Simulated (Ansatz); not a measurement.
Bi: stiffness from a series of strains

```yaml
crystal:
  lattice:
    - [3.33628, -3.05540, 0.00000]
    - [3.33628, 3.05540, 0.00000]
    - [-1.15098, 0.00000, 3.09291]
  atoms:
    - { symbol: Bi, position: [0.25180, 0.25180, 0.14900] }
    - { symbol: Bi, position: [0.74820, 0.74820, 0.85100] }
```

Atoms are numbered in the order listed.

Structure: COD 8100521, as refined from experiment and not relaxed.

No spin–orbit coupling, which matters for the heavy atoms here.

Level of theory: DFT, PBE, all-electron LAPW, scalar-relativistic in Ansatz 0.2.0.

Sampling and basis: a Γ-centred 8×8×11 k mesh, Fermi–Dirac smearing of 0.05 eV, basis error target 0.25 meV/atom, no spin polarisation.

The strain is applied along the Cartesian axes of the cell as listed (the other components stay zero). Fractional coordinates are held (clamped ions).

σ is the change of stress from the unstrained cell, which is at 4.09 GPa; tension is positive, so slopes are stress–strain coefficients at that pressure. In a metal the k mesh adds noise.

Only quantities that a quadratic follows smoothly over the whole series are listed; rougher ones are left out.

```tsv
εzz	σzz (GPa)	σxx (GPa)
-0.0300	-3.69	-1.62
-0.0200	-2.41	-1.01
-0.0100	-1.18	-0.47
0.0000	0.00	0.00
0.0100	1.09	0.44
0.0300	3.02	1.29
```

(1) Fit the series and read off the stiffness at zero strain.

(2) One run, at εzz = 0.0200, is withheld. Predict its row.

## Answers

(1) Least-squares fits y = p0 + p1 x + p2 x² to the rows give σzz (GPa): p1 = 112, p2 = -370; σxx (GPa): p1 = 48, p2 = -190. So C33 = 112 GPa and C13 = 48 GPa, for these axes.

(2) The fits give 2.09, 0.89; the run gave 2.09, 0.87.
